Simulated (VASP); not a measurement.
# Al2O3 (P-6m2) in VASP: notebook, part 2 of 2

VASP 6.6.1. Earlier steps stand in the parts before.

## 4. Dielectric tensor, LDA

INCAR

```
ALGO = Normal ; EDIFF = 1E-6
ENCUT = 400 ; GGA = CA
ISIF = 2 ; ISMEAR = 0
LASPH = True ; LCHARG = False
LEPSILON = True ; LREAL = False
LWAVE = False ; NELM = 100
PREC = Accurate ; SIGMA = 0.01
```

KPOINTS

```
k-points
0
Gamma
  10 10 3
```

POSCAR

```
Al2O3
1.0
    2.8843249483      0.0000000000      0.0000000000
   -1.4421624742      2.4978986780      0.0000000000
    0.0000000000      0.0000000000      9.3367544600
Al O
2 3
Direct
    0.0000000000      0.0000000000      0.8500076700
    0.0000000000      0.0000000000      0.1499923300
    0.3333333333      0.6666666667      0.7776830800
    0.6666666667      0.3333333333      0.0000000000
    0.3333333333      0.6666666667      0.2223169200
```

Potentials or basis: VASP PAW LDA potentials, release 64 (Al, O).

Started as:

```console
$ cat potpaw_LDA.64/Al/POTCAR potpaw_LDA.64/O/POTCAR > POTCAR
$ mpirun -np 1 vasp_std > vasp.out
```

OUTCAR:

```text
EDIFF = 1E-6
   ENCUT = 400
   GGA = CA
   ISIF = 2
   ISMEAR = 0
   LASPH = True
   LEPSILON = True
   LREAL = False
   NELM = 100
   PREC = Accurate

 Found     28 irreducible k-points:

 Following reciprocal coordinates:
            Coordinates               Weight
  0.000000  0.000000  0.000000      1.000000
  0.100000  0.000000  0.000000      6.000000
  0.200000  0.000000  0.000000      6.000000
  0.300000 -0.000000  0.000000      6.000000
  0.400000 -0.000000  0.000000      6.000000
  0.500000  0.000000  0.000000      3.000000
   k-points           NKPTS =     28   k-points in BZ     NKDIM =     28   number of bands    NBANDS=     16
   number of dos      NEDOS =    301   number of ions     NIONS =      5
   total plane-waves  NPLWV =  25600
   dimension x,y,z NGX =    20 NGY =   20 NGZ =   64
   dimension x,y,z NGXF=    40 NGYF=   40 NGZF=  128
   ions per type =               2   3
   NGX,Y,Z   is equivalent  to a cutoff of  11.53, 11.53, 11.40 a.u.
   NGXF,Y,Z  is equivalent  to a cutoff of  23.06, 23.06, 22.79 a.u.
 SYSTEM =  unknown system
   PREC   = accura    normal or accurate (medium, high low for compatibility)
   ISTART =      0    job   : 0-new  1-cont  2-samecut
   ICHARG =      2    charge: 1-file 2-atom 10-const
   ISPIN  =      1    spin polarized calculation?
   LNONCOLLINEAR =      F non collinear calculations
   LSORBIT =      F    spin-orbit coupling
   LASPH  =      T    aspherical Exc in radial PAW
   ENCUT  =  400.0 eV  29.40 Ry    5.42 a.u.   4.70  4.70 15.23*2*pi/ulx,y,z
   NELM   =    100;   NELMIN=  2; NELMDL= -5     # of ELM steps
   EDIFF  = 0.1E-05   stopping-criterion for ELM
   LREAL  =      F    real-space projection
   EDIFFG = 0.1E-04   stopping-criterion for IOM
   NSW    =      0    number of steps for IOM
   IBRION =     -1    ionic relax: 0-MD 1-quasi-New 2-CG
   NFREE  =      0    steps in history (QN), initial steepest desc. (CG)
   ISIF   =      2    stress and relaxation
   ISYM   =      2    0-nonsym 1-usesym 2-fastsym
   POTIM  = 0.5000    time-step for ionic-motion
   TEBEG  =    0.0;   TEEND  =   0.0 temperature during run
[... 198 lines left out ...]
  ---------------------------------------------------
  free energy    TOTEN  =        -0.33603311 eV

  energy without entropy =       -0.33603311

------------------------ aborting loop because EDIFF is reached ----------------------------------------

--------------------------------------- Ionic step        2  -------------------------------------------

------------------------ aborting loop because EDIFF is reached ----------------------------------------

--------------------------------------- Ionic step        3  -------------------------------------------

 Free energy of the ion-electron system (eV)
  ---------------------------------------------------
  ---------------------------------------------------
  free energy    TOTEN  =        -0.18846082 eV

  energy without entropy =       -0.18846082

------------------------ aborting loop because EDIFF is reached ----------------------------------------

 PIEZOELECTRIC TENSOR FIELD DIRECTION 3  (e Angst)
 -----------------------------------------------------------------------------
    -0.00006  0.00000  0.00000           (  0.00000 -0.00000 -0.00000)
    -0.00000 -0.00006  0.00000           ( -0.00000  0.00000  0.00000)
     0.00000  0.00000  0.00018           ( -0.00000  0.00000 -0.00000)

 PIEZOELECTRIC TENSOR FIELD DIRECTION 3  (C/m^2)
 -----------------------------------------------------------------------------
    -0.00001  0.00000  0.00000
    -0.00000 -0.00001  0.00000
     0.00000  0.00000  0.00004

 MACROSCOPIC STATIC DIELECTRIC TENSOR (including local field effects in DFT)
 ------------------------------------------------------
           2.695250    -0.000000     0.000000
          -0.000000     2.695250    -0.000000
           0.000000     0.000000     1.942100
 ------------------------------------------------------

 PIEZOELECTRIC TENSOR (including local field effects)  for field in x, y, z        (e  Angst)
          XX          YY          ZZ          XY          YZ          ZX
  --------------------------------------------------------------------------------
  x     0.00000    -0.00000    -0.00000    -0.06669     0.00000     0.00000
  y    -0.06669     0.06669     0.00000    -0.00000     0.00000     0.00000
  z     0.00000     0.00000     0.00000     0.00000     0.00000     0.00000

 PIEZOELECTRIC TENSOR (including local field effects)  for field in x, y, z        (C/m^2)
          XX          YY          ZZ          XY          YZ          ZX
  --------------------------------------------------------------------------------
  x     0.00000    -0.00000    -0.00000    -0.01588     0.00000     0.00000
  y    -0.01588     0.01588     0.00000    -0.00000     0.00000     0.00000
  z     0.00000     0.00000     0.00000     0.00000     0.00000     0.00000

 BORN EFFECTIVE CHARGES (including local field effects) (in |e|, cummulative output)
 ---------------------------------------------------------------------------------
 ion    1
    1     3.01593    -0.00000     0.00000
    2    -0.00000     3.01593     0.00000
    3     0.00000     0.00000     1.51347
 ion    2
    1     3.01593    -0.00000    -0.00000
    2    -0.00000     3.01593    -0.00000
    3    -0.00000     0.00000     1.51347
 ion    3
    1    -1.89860     0.00000    -0.00000
    2     0.00000    -1.89860    -0.00000
    3    -0.00000     0.00000    -0.91192
 ion    4
    1    -2.23466     0.00000     0.00000
    2     0.00000    -2.23466     0.00000
    3    -0.00000     0.00000    -1.20311
 ion    5
    1    -1.89860     0.00000     0.00000
    2     0.00000    -1.89860     0.00000
    3     0.00000     0.00000    -0.91192
```

It took 1.7 min on 1 thread of Intel Xeon 6975P-C (Granite Rapids), shared host; peak memory 0.26 GiB.

The run converged, but some of its settings lie outside the range that counts as converged, so its numbers aren't taken as properties of the crystal.

What came out:

- Band gap on the k mesh: 4.74 eV, indirect (least direct gap 5.00 eV)
- Electronic dielectric tensor (diagonal): 2.70, 2.70, 1.94
- Born charges (mean of the diagonal): Al +2.52; O -1.57, -1.89 e

Caveat: the cutoff is under 1.25 times the usual one of these potentials, so pressure, stress and relaxed cells hold a basis-set (Pulay) error; an odd mesh through Γ misses points on the zone boundary, where band edges often lie.

## 5. For comparison

An earlier run on the cell as given: functional PBE; potentials or basis VASP PAW PBE potentials, release 64 (Al, O); cutoff 520 eV; k mesh 11 × 11 × 3; occupations fermi-dirac, width 0.05 eV; no spin polarisation.

- Pressure: 0.1 GPa
- Largest force: 0.012 eV/Å
- Band gap on the k mesh: 4.77 eV, indirect (least direct gap 5.01 eV)
